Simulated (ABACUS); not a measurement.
Crystal: Ge.

```
Ge
1.0
    -2.57449    2.57449    1.39741
     2.57449   -2.57449    1.39741
     2.57449    2.57449   -1.39741
Ge
2
Cartesian
  0.0000 0.0000 1.3974
  2.5745 0.0000 0.6987
```

This isn't the form of Ge at room conditions, which is diamond.

Base run:

| Quantity | Value |
| --- | --- |
| Program | ABACUS 3.10.1 |
| Functional | PBE |
| Potentials or basis | PseudoDojo NC SR 0.4.1 PBE standard |
| Cutoff | 1075 eV |
| Density cutoff | 4299 eV |
| Basis | plane waves |
| k mesh | 9 × 9 × 9 |
| Occupations | fermi-dirac, width 0.05 eV |
| Spin | no spin polarisation |

Its results: band gap on the k mesh none (metal or under the smearing width); pressure 3.1 GPa.

Task: The run is repeated on the same cell with these changes: functional from PBE to AM05; potentials or basis from PseudoDojo NC SR 0.4.1 PBE standard to PseudoDojo NC SR 0.4.1 PBEsol standard. What comes out?

Result: Band gap on the k mesh none (metal or under the smearing width); pressure -1.4 GPa.

Caveats: the potentials were made for another functional, which shifts forces and pressure (some runs).
